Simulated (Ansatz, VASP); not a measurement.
## One calculation of NaF (Villiaumite), two programs

```
Na F
1.0
     0.00000    2.34974    2.34974
     2.34974    0.00000    2.34974
     2.34974    2.34974    0.00000
Na F
1 1
Cartesian
  0.0000 0.0000 0.0000
  2.3497 2.3497 2.3497
```

Alike in both runs: functional PBE; k mesh 8 × 8 × 8; occupations gaussian, width 0.02 eV; no spin polarisation.

Ansatz relaxed the structure, and its values are those at the end. VASP's run is a single point on that final structure, the one shown.

```csv
,VASP,Ansatz
version,VASP 6.6.1,Ansatz 0.2.0
potentials or method,"VASP PAW PBE potentials, release 64 (Na_pv, F)","scalar-relativistic, plane waves, PAW"
plane-wave cutoff (eV),520,420
valence electrons in the cell,14,16
```

Ansatz gave:

- gap on the k mesh at the Fermi level (eV): 6.09
- least direct gap on the mesh (eV): 6.09
- pressure (GPa): 0.0

**Question.** What did VASP give for the same quantities?

**Answer.** gap on the k mesh at the Fermi level (eV): 6.08; least direct gap on the mesh (eV): 6.08; pressure (GPa): -0.1.

With one functional, cell and mesh, what is left measures potentials, basis and numerics. The two sets of potentials don't hold the same shells in valence.

PBE gaps usually lie below the measured ones, often by a third to a half.
